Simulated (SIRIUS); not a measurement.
# Be (P6_3/mmc) in SIRIUS: convergence with k mesh

Aim: find how far k mesh must go before the results for Be settle, at PBE. This setting moves, with any that are tied to it; all else stays.

Everything below comes from runs of SIRIUS 7.10.0. Logs are shortened: lines on timing, memory, paths and dates and some standing lists are left out, and cuts for length are marked. The log counts tension as positive stress, the text compression.

**1. The crystal as given**

The structure is hexagonal, space group P6_3/mmc (No. 194). Conventional cell: a = 2.285 Å, b = 2.285 Å, c = 3.584 Å, α = 90.00°, β = 90.00°, γ = 120.00°. Around Be (site symmetry -6m2) lie 12 Be at 2.23 to 2.29 Å.

**2. With k mesh 3 × 3 × 2**

Input file sirius.json:

```json
{
  "control": {
    "processing_unit": "cpu",
    "verbosity": 2,
    "num_bands_to_print": 10,
    "print_forces": true,
    "print_stress": true
  },
  "parameters": {
    "electronic_structure_method": "pseudopotential",
    "xc_functionals": ["XC_GGA_X_PBE", "XC_GGA_C_PBE"],
    "gk_cutoff": 9.4,
    "pw_cutoff": 18.8,
    "ngridk": [3, 3, 2],
    "shiftk": [0, 0, 0],
    "smearing": "methfessel_paxton",
    "smearing_width": 0.0018374661,
    "num_bands": 10,
    "num_mag_dims": 0,
    "num_dft_iter": 100,
    "energy_tol": 1e-08,
    "density_tol": 1e-06
  },
  "iterative_solver": {
    "type": "davidson",
    "min_tolerance": 1e-10
  },
  "mixer": {
    "type": "anderson",
    "beta": 0.7,
    "max_history": 8
  },
  "settings": {
    "tol_ne": 1e-10
  },
  "unit_cell": {
    "lattice_vectors": [
      [1.0, 0.0, 0.0],
      [-0.5, 0.866025403798, 0.0],
      [0.0, 0.0, 1.568371767383]
    ],
    "lattice_vectors_scale": 4.3185911126,
    "atom_coordinate_units": "lattice",
    "atom_types": ["Be"],
    "atom_files": {
      "Be": "Be.json"
    },
    "atoms": {
      "Be": [
        [0.6666666667, 0.3333333333, 0.75],
        [0.3333333333, 0.6666666667, 0.25]
      ]
    }
  }
}
```

Potentials or basis: SPMS 1.0 PBE (norm-conserving).

On the command line:

```console
$ upf_to_json 04_Be_4_1.8_1.9_pbe_v1.0.upf
$ OMP_NUM_THREADS=1 sirius.scf --input=sirius.json --output=out.json --task=0
```

What it wrote:

```text
[info] SIRIUS version : 7.10.0
[info] number of MPI ranks           : 1
[info] MPI grid                      : 1 1
[info] maximum number of OMP threads : 1
[fft] FFT context for density and potential
[fft] =====================================
[fft]   comm size                             : 1
[fft]   plane wave cutoff                     : 18.8
[fft]   grid size                             : 30 30 45   total : 40500
[fft]   grid limits                           : -14 15   -14 15   -22 22
[fft]   number of G-vectors within the cutoff : 6126
[fft]   local number of G-vectors             : 6126
[fft]   number of G-shells                    : 684
[fft] FFT context for coarse grid
[fft] =====================================
[fft]   comm size                             : 1
[fft]   plane wave cutoff                     : 18.8
[fft]   grid size                             : 30 30 45   total : 40500
[fft]   grid limits                           : -14 15   -14 15   -22 22
[fft]   number of G-vectors within the cutoff : 6126
[fft]   local number of G-vectors             : 6126
[fft]   number of G-shells                    : 684
[unit cell] lattice vectors
[unit cell]   a1 :       4.3185911126      0.0000000000      0.0000000000
[unit cell]   a2 :      -2.1592955563      3.7400096121      0.0000000000
[unit cell]   a3 :       0.0000000000      0.0000000000      6.7731563759
[unit cell] reciprocal lattice vectors
[unit cell]   b1 :       1.4549155369      0.8399958769     -0.0000000000
[unit cell]   b2 :       0.0000000000      1.6799917537      0.0000000000
[unit cell]   b3 :       0.0000000000     -0.0000000000      0.9276598617
[unit cell] unit cell volume :       109.39712471 [a.u.^3]
[unit cell] 1/sqrt(omega)    :         0.09560862
[unit cell] MT volume        :         0.00000000 ( 0.00%)
[unit cell] IT volume        :       109.39712471 (100.00%)
[unit cell] number of atom types : 1
[unit cell] type id : 0 symbol : Be mt_radius :  13.530000 num_atoms : 2
[unit cell] total number of atoms : 2
[unit cell] number of symmetry classes : 1
[unit cell] number of PAW atoms : 0
[unit cell] atom id  type id  class id             position                      vector_field
[unit cell] ------------------------------------------------------------------------------------------
[unit cell]      0        0        0      0.66667   0.33333   0.75000      0.00000   0.00000   0.00000
[unit cell]      1        0        0      0.33333   0.66667   0.25000      0.00000   0.00000   0.00000
[unit cell] atom id         position (Cartesian, a.u.)
[unit cell] ---------------------------------------------
[unit cell]      0       2.159296    1.246670    5.079867
[... 277 lines left out ...]
[find] total charge          : 8.000000
[find] Energy
[find] --------------------------------------------------------------------------------
[find] valence_eval_sum               :     -12.83139022
[find] <rho|V^{XC}>                   :      -5.66452663
[find] <rho|E^{XC}>                   :      -4.38670668
[find] <mag|B^{XC}>                   :       0.00000000
[find] <rho|V^{H}>                    :       6.36867586
[find] one-electron contribution      :     -13.53553945 (Ha),     -27.07107890 (Ry)
[find] hartree contribution           :       3.18433793
[find] xc contribution                :      -4.38670668
[find] ewald contribution             :     -12.17067018
[find] PAW contribution               :       0.00000000
[find] smearing (-TS)                 :      -0.10249243
[find] SCF correction                 :       0.00000000
[find] Total energy                   :     -26.90857837 (Ha),     -53.81715674 (Ry)
[find] Free energy (E-TS)             :     -27.01107080 (Ha),     -54.02214161 (Ry)
[find] band gap (eV)                  :       0.00000000
[find] Efermi                         :       0.31343898
[find] iteration : 11, RMS : 6.580079449476e-10, energy difference : -3.112177182629e-12
[find] Hartree energy of density residual : 1.485436607433e-16
[find] bands are converged : true
[find] iterative solver converged : true
[find] converged after 12 SCF iterations!
[find] Charges and magnetic moments
[find] --------------------------------------------------------------------------------
[find] total charge          : 8.000000
[find] Energy
[find] --------------------------------------------------------------------------------
[find] valence_eval_sum               :     -12.83139022
[find] <rho|V^{XC}>                   :      -5.66452663
[find] <rho|E^{XC}>                   :      -4.38670668
[find] <mag|B^{XC}>                   :       0.00000000
[find] <rho|V^{H}>                    :       6.36867586
[find] one-electron contribution      :     -13.53553945 (Ha),     -27.07107890 (Ry)
[find] hartree contribution           :       3.18433793
[find] xc contribution                :      -4.38670668
[find] ewald contribution             :     -12.17067018
[find] PAW contribution               :       0.00000000
[find] smearing (-TS)                 :      -0.10249243
[find] SCF correction                 :       0.00000000
[find] Total energy                   :     -26.90857837 (Ha),     -53.81715674 (Ry)
[find] Free energy (E-TS)             :     -27.01107080 (Ha),     -54.02214161 (Ry)
[find] band gap (eV)                  :       0.00000000
[find] Efermi                         :       0.31343898
[ground_state] === stress tensor components [kbar] ===
[ground_state] === stress_kin ===
[ground_state] -24076.397175    0.000000   -0.000000
[ground_state]     0.000000-24076.397174   -0.000000
[ground_state]    -0.000000   -0.000000-24221.634216
[ground_state] === stress_har ===
[ground_state] -2698.054686    0.000000    0.000000
[ground_state]     0.000000-2698.054686   -0.000000
[ground_state]     0.000000   -0.000000-3167.776054
[ground_state] === stress_ewald ===
[ground_state] 11090.194392   -0.000000   -0.000000
[ground_state]    -0.00000011090.194392   -0.000000
[ground_state]    -0.000000   -0.00000010551.132551
[ground_state] === stress_vloc ===
[ground_state] -6964.055240    0.000000    0.000000
[ground_state]     0.000000-6964.055240   -0.000000
[ground_state]     0.000000   -0.000000-5647.471225
[ground_state] === stress_xc ===
[ground_state]  3743.774878   -0.000000    0.000000
[ground_state]    -0.000000 3743.774878    0.000000
[ground_state]     0.000000    0.000000 3733.977915
[ground_state] === stress_nonloc ===
[ground_state] 18763.169511   -0.000000   -0.000000
[ground_state]    -0.00000018763.169511    0.000000
[ground_state]    -0.000000    0.00000018835.812790
[ground_state] === stress_us_nl ===
[ground_state] 18763.169511   -0.000000   -0.000000
[ground_state]    -0.00000018763.169511    0.000000
[ground_state]    -0.000000    0.00000018835.812790
[ground_state] === stress_total ===
[ground_state]  -141.368320   -0.000000   -0.000000
[ground_state]    -0.000000 -141.368320   -0.000000
[ground_state]    -0.000000   -0.000000   84.041761
[ground_state] ==== total Forces in Ha/bohr =====
[ground_state] atom:    0, force:       0.0000000     -0.0000000      0.0000000
[ground_state] atom:    1, force:      -0.0000000      0.0000000     -0.0000000
[ground_state] ==== ultrasoft contribution from Qij =====
[ground_state] atom:    0, force:       0.0000000      0.0000000      0.0000000
[ground_state] atom:    1, force:       0.0000000      0.0000000      0.0000000
[ground_state] ==== non-local contribution from Beta-projector =====
[ground_state] atom:    0, force:       0.0000000     -0.0000000      0.0000000
[ground_state] atom:    1, force:      -0.0000000      0.0000000     -0.0000000
[ground_state] ==== contribution from local potential =====
[ground_state] atom:    0, force:      -0.0000000     -0.0000000      0.0000000
[ground_state] atom:    1, force:       0.0000000      0.0000000      0.0000000
[ground_state] ==== contribution from core density =====
[ground_state] atom:    0, force:       0.0000000      0.0000000      0.0000000
[ground_state] atom:    1, force:       0.0000000      0.0000000      0.0000000
[ground_state] ==== Ewald forces from ions =====
[ground_state] atom:    0, force:       0.0000000     -0.0000000     -0.0000000
[ground_state] atom:    1, force:       0.0000000      0.0000000      0.0000000
[~DFT_ground_state] local op. applied: 1581
[~DFT_ground_state] evp. work count: 588.496
[~DFT_ground_state] number of iterative solver steps: 185
```

It took 3.6 s on 1 thread of Arm Neoverse V1, shared host; peak memory 0.11 GiB.

What came out:

| Quantity | Value |
| --- | --- |
| Pressure | 6.6 GPa |
| Band gap on the k mesh | none (metal or under the smearing width) |

**3. With k mesh 5 × 5 × 3**

Changes to sirius.json since step 2:

```diff
@@ -13,3 +13,3 @@
     "pw_cutoff": 18.8,
-    "ngridk": [3, 3, 2],
+    "ngridk": [5, 5, 3],
     "shiftk": [0, 0, 0],
@@ -37,7 +37,6 @@
     "lattice_vectors": [
-      [1.0, 0.0, 0.0],
-      [-0.5, 0.866025403798, 0.0],
-      [0.0, 0.0, 1.568371767383]
+      [4.318591112607, 0.0, 0.0],
+      [-2.159295556304, 3.740009612135, 0.0],
+      [0.0, 0.0, 6.773156375884]
     ],
-    "lattice_vectors_scale": 4.3185911126,
     "atom_coordinate_units": "lattice",
```

Potentials or basis: SPMS 1.0 PBE (norm-conserving).

On the command line:

```console
$ upf_to_json 04_Be_4_1.8_1.9_pbe_v1.0.upf
$ OMP_NUM_THREADS=1 sirius.scf --input=sirius.json --output=out.json --task=0
```

Run time: 4.7 s. Hardware: 1 thread of Arm Neoverse V1, shared host; peak memory 0.11 GiB.

What came out:

* Pressure: -2.7 GPa
* Band gap on the k mesh: 1.05 eV, indirect (least direct gap 1.33 eV)

**4. With k mesh 7 × 7 × 4**

Changes to sirius.json since step 3:

```diff
@@ -13,3 +13,3 @@
     "pw_cutoff": 18.8,
-    "ngridk": [5, 5, 3],
+    "ngridk": [7, 7, 4],
     "shiftk": [0, 0, 0],
```

On the command line:

```console
$ upf_to_json 04_Be_4_1.8_1.9_pbe_v1.0.upf
$ OMP_NUM_THREADS=1 sirius.scf --input=sirius.json --output=out.json --task=0
```

Wall time 8.1 s (1 thread of Arm Neoverse V1, shared host); peak memory 0.14 GiB.

What came out:

- Pressure: -2.0 GPa
- Band gap on the k mesh: none (metal or under the smearing width)

**5. With k mesh 9 × 9 × 6**

Changes to sirius.json since step 4:

```diff
@@ -13,3 +13,3 @@
     "pw_cutoff": 18.8,
-    "ngridk": [7, 7, 4],
+    "ngridk": [9, 9, 6],
     "shiftk": [0, 0, 0],
```

On the command line:

```console
$ upf_to_json 04_Be_4_1.8_1.9_pbe_v1.0.upf
$ OMP_NUM_THREADS=1 sirius.scf --input=sirius.json --output=out.json --task=0
```

It took 14 s on 1 thread of Arm Neoverse V1, shared host; peak memory 0.17 GiB.

It converged, with:

* Pressure: -2.8 GPa
* Band gap on the k mesh: none (metal or under the smearing width)

**6. With k mesh 11 × 11 × 7**

Changes to sirius.json since step 5:

```diff
@@ -13,3 +13,3 @@
     "pw_cutoff": 18.8,
-    "ngridk": [9, 9, 6],
+    "ngridk": [11, 11, 7],
     "shiftk": [0, 0, 0],
```

Potentials or basis: SPMS 1.0 PBE (norm-conserving).

On the command line:

```console
$ upf_to_json 04_Be_4_1.8_1.9_pbe_v1.0.upf
$ OMP_NUM_THREADS=1 sirius.scf --input=sirius.json --output=out.json --task=0
```

It took 18 s on 1 thread of Arm Neoverse V1, shared host; peak memory 0.2 GiB.

Results (log left out):

| Quantity | Value |
| --- | --- |
| Pressure | -2.7 GPa |
| Band gap on the k mesh | none (metal or under the smearing width) |

**7. With k mesh 13 × 13 × 8**

Changes to sirius.json since step 6:

```diff
@@ -13,3 +13,3 @@
     "pw_cutoff": 18.8,
-    "ngridk": [11, 11, 7],
+    "ngridk": [13, 13, 8],
     "shiftk": [0, 0, 0],
@@ -37,6 +37,7 @@
     "lattice_vectors": [
-      [4.318591112607, 0.0, 0.0],
-      [-2.159295556304, 3.740009612135, 0.0],
-      [0.0, 0.0, 6.773156375884]
+      [1.0, 0.0, 0.0],
+      [-0.5, 0.866025403798, 0.0],
+      [0.0, 0.0, 1.568371767383]
     ],
+    "lattice_vectors_scale": 4.3185911126,
     "atom_coordinate_units": "lattice",
```

On the command line:

```console
$ upf_to_json 04_Be_4_1.8_1.9_pbe_v1.0.upf
$ OMP_NUM_THREADS=1 sirius.scf --input=sirius.json --output=out.json --task=0
```

Wall time 28 s (1 thread of Arm Neoverse V1, shared host); peak memory 0.26 GiB.

The run converged. Its results:

| Property | Result |
| --- | --- |
| Pressure | -2.7 GPa |
| Band gap on the k mesh | none (metal or under the smearing width) |

**8. With k mesh 16 × 16 × 10**

Changes to sirius.json since step 7:

```diff
@@ -13,3 +13,3 @@
     "pw_cutoff": 18.8,
-    "ngridk": [13, 13, 8],
+    "ngridk": [16, 16, 10],
     "shiftk": [0, 0, 0],
@@ -37,7 +37,6 @@
     "lattice_vectors": [
-      [1.0, 0.0, 0.0],
-      [-0.5, 0.866025403798, 0.0],
-      [0.0, 0.0, 1.568371767383]
+      [4.318591112607, 0.0, 0.0],
+      [-2.159295556304, 3.740009612135, 0.0],
+      [0.0, 0.0, 6.773156375884]
     ],
-    "lattice_vectors_scale": 4.3185911126,
     "atom_coordinate_units": "lattice",
```

On the command line:

```console
$ upf_to_json 04_Be_4_1.8_1.9_pbe_v1.0.upf
$ OMP_NUM_THREADS=1 sirius.scf --input=sirius.json --output=out.json --task=0
```

Run time: 47 s. Hardware: 1 thread of Arm Neoverse V1, shared host; peak memory 0.36 GiB.

It converged, with:

- Pressure: -2.7 GPa
- Band gap on the k mesh: none (metal or under the smearing width)

**9. With k mesh 20 × 20 × 12**

Changes to sirius.json since step 8:

```diff
@@ -13,3 +13,3 @@
     "pw_cutoff": 18.8,
-    "ngridk": [16, 16, 10],
+    "ngridk": [20, 20, 12],
     "shiftk": [0, 0, 0],
@@ -37,6 +37,7 @@
     "lattice_vectors": [
-      [4.318591112607, 0.0, 0.0],
-      [-2.159295556304, 3.740009612135, 0.0],
-      [0.0, 0.0, 6.773156375884]
+      [1.0, 0.0, 0.0],
+      [-0.5, 0.866025403798, 0.0],
+      [0.0, 0.0, 1.568371767383]
     ],
+    "lattice_vectors_scale": 4.3185911126,
     "atom_coordinate_units": "lattice",
```

Potentials or basis: SPMS 1.0 PBE (norm-conserving).

On the command line:

```console
$ upf_to_json 04_Be_4_1.8_1.9_pbe_v1.0.upf
$ OMP_NUM_THREADS=1 sirius.scf --input=sirius.json --output=out.json --task=0
```

It took 75 s on 1 thread of Arm Neoverse V1, shared host; peak memory 0.56 GiB.

It converged, with:

```yaml
Pressure: -2.7 GPa
Band_gap_on_the_k_mesh: none (metal or under the smearing width)
```

**10. Summary**

| k mesh | pressure (GPa) | gap on the mesh (eV) | SCF cycles | CPU time (s) | peak memory (GiB) |
| --- | --- | --- | --- | --- | --- |
| 3 × 3 × 2 | 6.62 | 0.000 | 12 | 3.6 | 0.11 |
| 5 × 5 × 3 | -2.69 | 1.055 | 11 | 4.7 | 0.11 |
| 7 × 7 × 4 | -1.97 | 0.000 | 11 | 8.1 | 0.14 |
| 9 × 9 × 6 | -2.76 | 0.000 | 11 | 14 | 0.17 |
| 11 × 11 × 7 | -2.74 | 0.000 | 11 | 18 | 0.2 |
| 13 × 13 × 8 | -2.66 | 0.000 | 11 | 28 | 0.26 |
| 16 × 16 × 10 | -2.70 | 0.000 | 12 | 47 | 0.36 |
| 20 × 20 × 12 | -2.66 | 0.000 | 11 | 75 | 0.56 |

Against the tightest run, the pressure stays within 0.1 GPa from 9 × 9 × 6 on; the gap on the mesh stays within 0.01 eV from 7 × 7 × 4 on. Meshes of other sizes hit other points, so gaps and Fermi surfaces needn't settle smoothly. The tightest run that finished is the yardstick and may itself not be fully converged.
